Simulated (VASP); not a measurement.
# Ge (Cmmm) in VASP: a series of runs

One crystal, Ge, is run at these levels: PBE; tasks: single point.

Program: VASP 6.6.1. These are calculated values, not measurements. Logs are shortened: lines on timing, memory, paths and dates and some standing lists are left out, and cuts for length are marked.

### 1 The crystal as given

The structure is orthorhombic, space group Cmmm (No. 65). The conventional cell has a = 2.794 Å, b = 5.201 Å, c = 2.698 Å, α = 90.00°, β = 90.00°, γ = 90.00°. Ge (site symmetry mmm) is surrounded by 8 Ge at 2.70 to 2.95 Å.

This isn't the form of Ge at room conditions, which is diamond.

### 2 Single point, PBE

Contents of INCAR:

```
PREC = Accurate ; ENCUT = 300
EDIFF = 1E-7 ; ISMEAR = 0
SIGMA = 0.05 ; LREAL = F
LASPH = T ; NELM = 100
ALGO = Normal ; ISIF = 2
LWAVE = F ; LCHARG = F
GGA = PE ; NBANDS = 13
ADDGRID = F
```

Contents of KPOINTS:

```
Automatic mesh
0
Gamma
  5 5 5
```

Contents of POSCAR:

```
Ge
1.0
    1.4161900000     -2.6475770000      0.0134350000
    1.3961930000      2.6368340000      0.0183540000
    0.0306960000      0.0025520000      2.6389690000
Ge
1
Direct
    0.4852650000      0.4800630000      0.0156560000
```

Potentials or basis: VASP PAW PBE potentials, release 64 (Ge_d).

Run with:

```
$ cat potpaw_PBE.64/Ge_d/POTCAR > POTCAR
$ mpirun -np 1 vasp_std > vasp.out
```

OUTCAR:

```text
PREC = Accurate
   ENCUT = 300
   EDIFF = 1E-7
   ISMEAR = 0
   LREAL = F
   LASPH = T
   NELM = 100
   ISIF = 2
   GGA = PE

 Found     63 irreducible k-points:

 Following reciprocal coordinates:
            Coordinates               Weight
  0.000000  0.000000  0.000000      1.000000
  0.200000  0.000000  0.000000      2.000000
  0.400000 -0.000000  0.000000      2.000000
 -0.000000  0.200000  0.000000      2.000000
  0.200000  0.200000  0.000000      2.000000
  0.400000  0.200000  0.000000      2.000000
   k-points           NKPTS =     63   k-points in BZ     NKDIM =     63   number of bands    NBANDS=     13
   number of dos      NEDOS =    301   number of ions     NIONS =      1
   total plane-waves  NPLWV =   5184
   dimension x,y,z NGX =    18 NGY =   18 NGZ =   16
   dimension x,y,z NGXF=    36 NGYF=   36 NGZF=   32
   ions per type =               1
   NGX,Y,Z   is equivalent  to a cutoff of   9.97, 10.03, 10.08 a.u.
   NGXF,Y,Z  is equivalent  to a cutoff of  19.93, 20.06, 20.16 a.u.
 SYSTEM =  unknown system
   PREC   = accura    normal or accurate (medium, high low for compatibility)
   ISTART =      0    job   : 0-new  1-cont  2-samecut
   ICHARG =      2    charge: 1-file 2-atom 10-const
   ISPIN  =      1    spin polarized calculation?
   LNONCOLLINEAR =      F non collinear calculations
   LSORBIT =      F    spin-orbit coupling
   LASPH  =      T    aspherical Exc in radial PAW
   ENCUT  =  300.0 eV  22.05 Ry    4.70 a.u.   4.24  4.21  3.73*2*pi/ulx,y,z
   NELM   =    100;   NELMIN=  2; NELMDL= -5     # of ELM steps
   EDIFF  = 0.1E-06   stopping-criterion for ELM
   LREAL  =      F    real-space projection
   EDIFFG = 0.1E-05   stopping-criterion for IOM
   NSW    =      0    number of steps for IOM
   IBRION =     -1    ionic relax: 0-MD 1-quasi-New 2-CG
   NFREE  =      0    steps in history (QN), initial steepest desc. (CG)
   ISIF   =      2    stress and relaxation
   ISYM   =      2    0-nonsym 1-usesym 2-fastsym
   POTIM  = 0.5000    time-step for ionic-motion
   TEBEG  =    0.0;   TEEND  =   0.0 temperature during run
   PSTRESS=    0.0 pullay stress
   NELECT =      14.0000    total number of electrons
   NUPDOWN=      -1.0000    fix difference up-down
   EMIN   =  10.00;   EMAX   =-10.00  energy-range for DOS
   EFERMI =   0.00;   METHOD = LEGACY
   ISMEAR =     0;   SIGMA  =   0.05  broadening in eV -4-tet -1-fermi 0-gaus
   EFERMI_NEDOS =   21; number of points for ismear=-14 and -15
   IALGO  =     38    algorithm
   IMIX   =      4    mixing-type and parameters
     AMIX     =   0.40;   BMIX     =  1.00
     AMIX_MAG =   1.60;   BMIX_MAG =  1.00
  volume/ion in A,a.u.               =      19.61       132.31
  Fermi-wavevector in a.u.,A,eV,Ry     =   1.463234  2.765111 29.130789  2.141053
  Thomas-Fermi vector in A             =   2.579353
   LORBIT       =      0    0 simple, 1 ext, 2 COOP (PROOUT), +10 PAW based schemes
   GGA     = PE    functional components
   LHFCALC =     F    Hartree Fock is set to
   AEXX    =    0.0000 exact exchange contribution
   IVDW    =     0    specifies the selected vdW correction
   LEPSILON=     F    determine dielectric tensor
   LRPA    =     F    only Hartree local field effects (RPA)
 non-spin polarized calculation
 Gauss-broadening in eV      SIGMA  =   0.05
  energy-cutoff  :      300.00
  volume of cell :       19.61
 maximum number of plane-waves:       241
 NGX is ok and might be reduce to    18

 number of electron      13.9999983 magnetization

 Free energy of the ion-electron system (eV)
  ---------------------------------------------------
  ext. energy  EPLUGINS =         0.00000000
  ---------------------------------------------------
  free energy    TOTEN  =        -4.24283122 eV

  energy without entropy =       -4.24151373  energy(sigma->0) =       -4.24217248

 E-fermi :   6.0073     XC(G=0): -11.0365

 val. band max:        5.9959350668   @ k =   0.2000   0.4000   0.2000
 cond. band min:       6.0368828356   @ k =   0.4000  -0.0000   0.4000
 fundamental gap:      0.0409477687
 Fermi energy:         6.0072758805

 k-point     1 :       0.0000    0.0000    0.0000
  band No.  band energies     occupation
      1     -18.5495      2.00000
      2     -18.4631      2.00000
      3     -18.4110      2.00000
      4     -18.3075      2.00000
      5     -18.2960      2.00000
      6      -6.6502      2.00000
      7      12.7528      0.00000
      8      13.7452      0.00000
      9      14.4166      0.00000
     10      16.7244      0.00000
     11      18.3585      0.00000
     12      20.7642      0.00000
     13      21.0534      0.00000

 k-point     2 :       0.2000    0.0000    0.0000
  band No.  band energies     occupation
      1     -18.5296      2.00000
      2     -18.4397      2.00000
      3     -18.4041      2.00000
      4     -18.3135      2.00000
      5     -18.3101      2.00000
      6      -5.7095      2.00000
      7       8.6982      0.00000
      8      11.2411      0.00000
      9      14.6330      0.00000
     10      15.7803      0.00000
     11      18.7925      0.00000
     12      21.7299      0.00000
     13      25.2916      0.00000

 k-point     3 :       0.4000   -0.0000    0.0000
  band No.  band energies     occupation
      1     -18.5147      2.00000
      2     -18.4348      2.00000
      3     -18.3407      2.00000
      4     -18.3373      2.00000
      5     -18.3146      2.00000
      6      -3.0130      2.00000
      7       2.5351      2.00000
      8       9.6073      0.00000
      9      13.6849      0.00000
     10      16.7916      0.00000
     11      21.4762      0.00000
     12      24.6917      0.00000
     13      25.7248      0.00000

 k-point     4 :      -0.0000    0.2000    0.0000
  band No.  band energies     occupation
      1     -18.5284      2.00000
      2     -18.4375      2.00000
      3     -18.4070      2.00000
      4     -18.3173      2.00000
      5     -18.3069      2.00000
      6      -5.6964      2.00000
      7       8.8122      0.00000
      8      11.1133      0.00000
      9      14.6450      0.00000
     10      15.6378      0.00000
     11      18.7879      0.00000
     12      21.8165      0.00000
     13      25.0896      0.00000

 k-point     5 :       0.2000    0.2000    0.0000
  band No.  band energies     occupation
      1     -18.5055      2.00000
      2     -18.4390      2.00000
      3     -18.3562      2.00000
      4     -18.3364      2.00000
      5     -18.3151      2.00000
      6      -3.7241      2.00000
      7       4.6991      2.00000
      8       7.4531      0.00000
      9      16.3178      0.00000
     10      18.2179      0.00000
     11      19.7072      0.00000
     12      21.3825      0.00000
     13      26.5416      0.00000

 k-point     6 :       0.4000    0.2000    0.0000
  band No.  band energies     occupation
      1     -18.4966      2.00000
      2     -18.4229      2.00000
      3     -18.3512      2.00000
      4     -18.3374      2.00000
      5     -18.3223      2.00000
      6      -1.4460      2.00000
      7       1.6559      2.00000
      8       5.2540      2.00000
      9      17.6983      0.00000
     10      18.9125      0.00000
     11      23.3762      0.00000
     12      24.1046      0.00000
     13      24.7795      0.00000

 [... further k-points ...]

------------------------ aborting loop because EDIFF is reached ----------------------------------------

  FORCE on cell =-STRESS in cart. coord.  units (eV):
  Direction    XX          YY          ZZ          XY          YZ          ZX
  --------------------------------------------------------------------------------------
  -------------------------------------------------------------------------------------
  Total       -1.2136026      0.5960674      0.1700305     -0.1949893      0.0446442      0.1002336
  in kB      -99.1689094     48.7073396     13.8939510    -15.9334518      3.6480763      8.1905354
  external PRESSURE =     -12.1892063 kB  Pullay stress =       0.0000000 kB

 VOLUME and BASIS-vectors are now :
 -----------------------------------------------------------------------------
  energy-cutoff  :      300.00
  volume of cell :       19.61
      direct lattice vectors                 reciprocal lattice vectors
     1.416190000 -2.647577000  0.013435000     0.354897238 -0.187889191 -0.003946402
     1.396193000  2.636834000  0.018354000     0.356347309  0.190588350 -0.004329273
     0.030696000  0.002552000  2.638969000    -0.004285175 -0.000368995  0.378986066

 POSITION                                       TOTAL-FORCE (eV/Angst)
 -----------------------------------------------------------------------------------
      1.35797     -0.01889      0.05665        -0.000000      0.000000      0.000000
 -----------------------------------------------------------------------------------
    total drift:                               -0.000163      0.000387      0.000116

  FREE ENERGIE OF THE ION-ELECTRON SYSTEM (eV)
  ---------------------------------------------------
  free  energy   TOTEN  =        -4.2428312249 eV

  energy  without entropy=       -4.2415137311  energy(sigma->0) =       -4.24217248
```

It took 3.3 s on 1 thread of Intel Xeon 6975P-C (Granite Rapids), shared host; peak memory 0.11 GiB.

The run converged, but a check on its numbers failed (symmetry, net force, bounds or a known fault of this set-up), so they aren't taken as properties of the crystal.

Caveat: the k mesh is coarse (spacing up to 0.51 Å⁻¹), so the values aren't converged; the cutoff lies under the usual one of these potentials, so the numbers hold a large basis-set error.

### 3 Single point, PBE

This run uses another cell than the first one, of the same volume but with other edges.

Edit INCAR of step 2 so:

```diff
@@ -1,2 +1,2 @@
-PREC = Accurate ; ENCUT = 300
+PREC = Accurate ; ENCUT = 350
 EDIFF = 1E-7 ; ISMEAR = 0
```

KPOINTS is that of step 2.

Contents of POSCAR:

```
Ge
1.0
    1.3971490000     -2.6005160000      0.0000000000
    1.3971490000      2.6005160000      0.0000000000
    0.0000000000      0.0000000000      2.6982310000
Ge
1
Direct
    0.5000000000      0.5000000000      0.0000000000
```

Potentials or basis: VASP PAW PBE potentials, release 64 (Ge_d).

Run with:

```
$ cat potpaw_PBE.64/Ge_d/POTCAR > POTCAR
$ mpirun -np 1 vasp_std > vasp.out
```

OUTCAR:

```text
PREC = Accurate
   ENCUT = 350
   EDIFF = 1E-7
   ISMEAR = 0
   LREAL = F
   LASPH = T
   NELM = 100
   ISIF = 2
   GGA = PE

 Found     27 irreducible k-points:

 Following reciprocal coordinates:
            Coordinates               Weight
  0.000000  0.000000  0.000000      1.000000
  0.200000 -0.000000  0.000000      4.000000
  0.400000  0.000000  0.000000      4.000000
  0.200000  0.200000  0.000000      2.000000
  0.400000  0.200000  0.000000      4.000000
 -0.400000  0.200000  0.000000      4.000000
   k-points           NKPTS =     27   k-points in BZ     NKDIM =     27   number of bands    NBANDS=     13
   number of dos      NEDOS =    301   number of ions     NIONS =      1
   total plane-waves  NPLWV =   5184
   dimension x,y,z NGX =    18 NGY =   18 NGZ =   16
   dimension x,y,z NGXF=    36 NGYF=   36 NGZF=   32
   ions per type =               1
   NGX,Y,Z   is equivalent  to a cutoff of  10.14, 10.14,  9.86 a.u.
   NGXF,Y,Z  is equivalent  to a cutoff of  20.27, 20.27, 19.72 a.u.
 SYSTEM =  unknown system
   PREC   = accura    normal or accurate (medium, high low for compatibility)
   ISTART =      0    job   : 0-new  1-cont  2-samecut
   ICHARG =      2    charge: 1-file 2-atom 10-const
   ISPIN  =      1    spin polarized calculation?
   LNONCOLLINEAR =      F non collinear calculations
   LSORBIT =      F    spin-orbit coupling
   LASPH  =      T    aspherical Exc in radial PAW
   ENCUT  =  350.0 eV  25.72 Ry    5.07 a.u.   4.50  4.50  4.12*2*pi/ulx,y,z
   NELM   =    100;   NELMIN=  2; NELMDL= -5     # of ELM steps
   EDIFF  = 0.1E-06   stopping-criterion for ELM
   LREAL  =      F    real-space projection
   EDIFFG = 0.1E-05   stopping-criterion for IOM
   NSW    =      0    number of steps for IOM
   IBRION =     -1    ionic relax: 0-MD 1-quasi-New 2-CG
   NFREE  =      0    steps in history (QN), initial steepest desc. (CG)
   ISIF   =      2    stress and relaxation
   ISYM   =      2    0-nonsym 1-usesym 2-fastsym
   POTIM  = 0.5000    time-step for ionic-motion
   TEBEG  =    0.0;   TEEND  =   0.0 temperature during run
   PSTRESS=    0.0 pullay stress
   NELECT =      14.0000    total number of electrons
   NUPDOWN=      -1.0000    fix difference up-down
   EMIN   =  10.00;   EMAX   =-10.00  energy-range for DOS
   EFERMI =   0.00;   METHOD = LEGACY
   ISMEAR =     0;   SIGMA  =   0.05  broadening in eV -4-tet -1-fermi 0-gaus
   EFERMI_NEDOS =   21; number of points for ismear=-14 and -15
   IALGO  =     38    algorithm
[... 17 lines left out ...]
 maximum number of plane-waves:       304
 NGX is ok and might be reduce to    18

 number of electron      13.9999951 magnetization

 Free energy of the ion-electron system (eV)
  ---------------------------------------------------
  ext. energy  EPLUGINS =         0.00000000
  ---------------------------------------------------
  free energy    TOTEN  =        -4.24132957 eV

  energy without entropy =       -4.24039738  energy(sigma->0) =       -4.24086347

 E-fermi :   6.0895     XC(G=0): -11.0311

 val. band max:        5.9520180341   @ k =   0.4000   0.4000   0.4000
 cond. band min:       6.1301524489   @ k =   0.4000   0.2000   0.2000
 fundamental gap:      0.1781344148
 Fermi energy:         6.0894857933

 k-point     1 :       0.0000    0.0000    0.0000
  band No.  band energies     occupation
      1     -18.4575      2.00000
      2     -18.3958      2.00000
      3     -18.3453      2.00000
      4     -18.2426      2.00000
      5     -18.2255      2.00000
      6      -6.6359      2.00000
      7      12.8906      0.00000
      8      13.3629      0.00000
      9      14.8757      0.00000
     10      16.3840      0.00000
     11      18.7215      0.00000
     12      21.0956      0.00000
     13      21.2327      0.00000
[... 66 lines left out ...]
  band No.  band energies     occupation
      1     -18.4146      2.00000
      2     -18.3734      2.00000
      3     -18.2951      2.00000
      4     -18.2680      2.00000
      5     -18.2443      2.00000
      6      -3.9971      2.00000
      7       5.1685      2.00000
      8       7.4586      0.00000
      9      15.2444      0.00000
     10      19.3552      0.00000
     11      20.6925      0.00000
     12      23.4708      0.00000
     13      26.1469      0.00000

 [... further k-points ...]

------------------------ aborting loop because EDIFF is reached ----------------------------------------

  FORCE on cell =-STRESS in cart. coord.  units (eV):
  Direction    XX          YY          ZZ          XY          YZ          ZX
  --------------------------------------------------------------------------------------
  -------------------------------------------------------------------------------------
  Total       -0.2490020      0.9404909      0.0478188      0.0000000      0.0000000      0.0000000
  in kB      -20.3470738     76.8517544      3.9074860      0.0000000      0.0000000      0.0000000
  external PRESSURE =      20.1373889 kB  Pullay stress =       0.0000000 kB

 VOLUME and BASIS-vectors are now :
 -----------------------------------------------------------------------------
  energy-cutoff  :      350.00
  volume of cell :       19.61
      direct lattice vectors                 reciprocal lattice vectors
     1.397149000 -2.600516000  0.000000000     0.357871637 -0.192269534  0.000000000
     1.397149000  2.600516000  0.000000000     0.357871637  0.192269534  0.000000000
     0.000000000  0.000000000  2.698231000     0.000000000  0.000000000  0.370613191

 POSITION                                       TOTAL-FORCE (eV/Angst)
 -----------------------------------------------------------------------------------
      1.39715      0.00000      0.00000        -0.000000      0.000000      0.000000
 -----------------------------------------------------------------------------------
    total drift:                                0.000000      0.000000      0.000000

  FREE ENERGIE OF THE ION-ELECTRON SYSTEM (eV)
  ---------------------------------------------------
  free  energy   TOTEN  =        -4.2413295678 eV

  energy  without entropy=       -4.2403973789  energy(sigma->0) =       -4.24086347
```

stdout:

```text
POSCAR found type information on POSCAR Ge
 POSCAR found :  1 types and       1 ions
 scaLAPACK will be used
 LDA part: xc-table for (Slater+PW92), standard interpolation
 POSCAR, INCAR and KPOINTS ok, starting setup
 FFT: planning ... GRIDC
 FFT: planning ... GRID_SOFT
 FFT: planning ... GRID
 WAVECAR not read
 entering main loop
```

Wall time 2.1 s (1 thread of Intel Xeon 6975P-C (Granite Rapids), shared host); peak memory 0.11 GiB.

The run converged, but some of its settings lie outside the range that counts as converged, so its numbers aren't taken as properties of the crystal.

What came out:

| Property | Result |
| --- | --- |
| Free energy | -4.2413 eV |
| Band gap on the k mesh | none (metal or under the smearing width) |

Caveat: the k mesh is coarse (spacing up to 0.51 Å⁻¹), so the values aren't converged; the cutoff is under 1.25 times the usual one of these potentials, so pressure, stress and relaxed cells hold a basis-set (Pulay) error.

### 4 Single point, PBE

INCAR is that of step 3.

KPOINTS is that of step 3.

Contents of POSCAR:

```
Ge
1.0
    1.4161900000     -2.6475770000      0.0134350000
    1.3961930000      2.6368340000      0.0183540000
    0.0306960000      0.0025520000      2.6389690000
Ge
1
Direct
    0.4852650000      0.4800630000      0.0156560000
```

Run with:

```
$ cat potpaw_PBE.64/Ge_d/POTCAR > POTCAR
$ mpirun -np 1 vasp_std > vasp.out
```

Run time: 3.4 s. Hardware: 1 thread of Intel Xeon 6975P-C (Granite Rapids), shared host; peak memory 0.11 GiB.

These settings aren't checked as converged: the numbers below hold their error.

What came out:

| Quantity | Value |
| --- | --- |
| Free energy | -4.2459 eV |
| Band gap on the k mesh | none (metal or under the smearing width) |

Caveat: the k mesh is coarse (spacing up to 0.51 Å⁻¹), so the values aren't converged; the cutoff is under 1.25 times the usual one of these potentials, so pressure, stress and relaxed cells hold a basis-set (Pulay) error.

### 5 The reference run

An earlier run on the cell as given: functional PBE; potentials or basis VASP PAW PBE potentials, release 64 (Ge_d); cutoff 520 eV; k mesh 11 × 11 × 10; occupations fermi-dirac, width 0.05 eV; no spin polarisation.

* Pressure: -0.6 GPa
* Band gap on the k mesh: none (metal or under the smearing width)
